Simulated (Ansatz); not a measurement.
**GaS: the band gap up the ladder of functionals**

The task here is to estimate one member of a computed series from the others.

Program: Ansatz 0.2.0. PAW datasets, plane waves. Spin-unpolarised throughout; all numbers are computed.

## Starting point

The cell was relaxed beforehand with r2SCAN+rVV10.

It is hexagonal, P6_3/mmc (No. 194); a = 3.580 Å, c = 15.563 Å in the conventional setting, 21.59 Å³ an atom. Around Ga lie 3 S at 2.33 Å and 1 Ga at 2.44 Å; around S lie 3 Ga at 2.33 Å.

Structure file:

```xyz
8
Lattice="3.5795 0.0000 0.0000 -1.7898 3.0999 0.0000 0.0000 0.0000 15.5631" Properties=species:S:1:pos:R:3 pbc="T T T"
Ga    0.0000    2.0666    2.6721
Ga    1.7898    1.0333   10.4537
Ga    0.0000    2.0666    5.1094
Ga    1.7898    1.0333   12.8910
S     0.0000    2.0666    9.3823
S     1.7898    1.0333    1.6008
S     0.0000    2.0666   13.9623
S     1.7898    1.0333    6.1808
```

Set-up of the first run:

The input, input.yaml:

```yaml
crystal:
  lattice:
    - [3.5795059751, 0.0, 0.0]
    - [-1.7897529876, 3.0999431075, 0.0]
    - [0.0, 0.0, 15.5631241186]
  atoms:
    - { symbol: Ga, position: [0.3333333333, 0.6666666667, 0.1716952313] }
    - { symbol: Ga, position: [0.6666666667, 0.3333333333, 0.6716952313] }
    - { symbol: Ga, position: [0.3333333333, 0.6666666667, 0.3283047687] }
    - { symbol: Ga, position: [0.6666666667, 0.3333333333, 0.8283047687] }
    - { symbol: S, position: [0.3333333333, 0.6666666667, 0.6028569202] }
    - { symbol: S, position: [0.6666666667, 0.3333333333, 0.1028569202] }
    - { symbol: S, position: [0.3333333333, 0.6666666667, 0.8971430798] }
    - { symbol: S, position: [0.6666666667, 0.3333333333, 0.3971430798] }
kpoints:
  mp_grid: { grid: [12, 12, 2] }
  band_path:
    path:
      - [[0.0, 0.0, 0.0], [0.5, 1.825943917489e-17, -3.42528288938e-34], [0.3333333333333, 0.3333333333333, -1.513129334217e-34], [0.0, 0.0, 0.0], [-1.000781315443e-51, -7.801222169976e-52, 0.5], [0.5, 1.825943917489e-17, 0.5], [0.3333333333333, 0.3333333333333, 0.5], [-1.000781315443e-51, -7.801222169976e-52, 0.5]]
      - [[0.5, 1.825943917489e-17, 0.5], [0.5, 1.825943917489e-17, -3.42528288938e-34]]
      - [[0.3333333333333, 0.3333333333333, 0.5], [0.3333333333333, 0.3333333333333, -1.513129334217e-34]]
    npoints: 10
hamiltonian:
  xc: pbe
scf:
  occupations: { method: fermi_dirac, width: 0.02 }
  n_extra_bands: 6
output:
  forces: true
  stress: true
  eigenvalues: true
```

Command:

```bash
$ ansatz run input.yaml --threads 4 --pin off --max-ram 7372MiB --backend cpu --events-out ev --progress --plain --runs-dir out
```

Steps of the session up to this table: PBE band path; r2SCAN; HSE06; Single point with PBE+SOC; PBE0; Single point with LDA; DDH-PBE0; LC-ωPBE.

One table of the session follows, with a row left open; its other results are not shown here.

```
   level  gap (eV)
     PBE      1.62
  r2SCAN      1.91
   HSE06      2.33
 PBE+SOC      1.62
    PBE0      3.02
     LDA         ?
DDH-PBE0      2.50
 LC-ωPBE      6.89
```

Q: Estimate the row for LDA from the others.

The run gave: gap (eV): 1.48. In the column «gap (eV)» it is the lowest.

Meshes: PBE 12×12×2, r2SCAN 12×12×2, HSE06 6×6×2, PBE+SOC 12×12×2, PBE0 6×6×2, LDA 12×12×2, DDH-PBE0 6×6×2, LC-ωPBE 6×6×2.

To keep in mind: Warnings in the runs' records: stress exchange threshold loose, stress scf threshold loose.
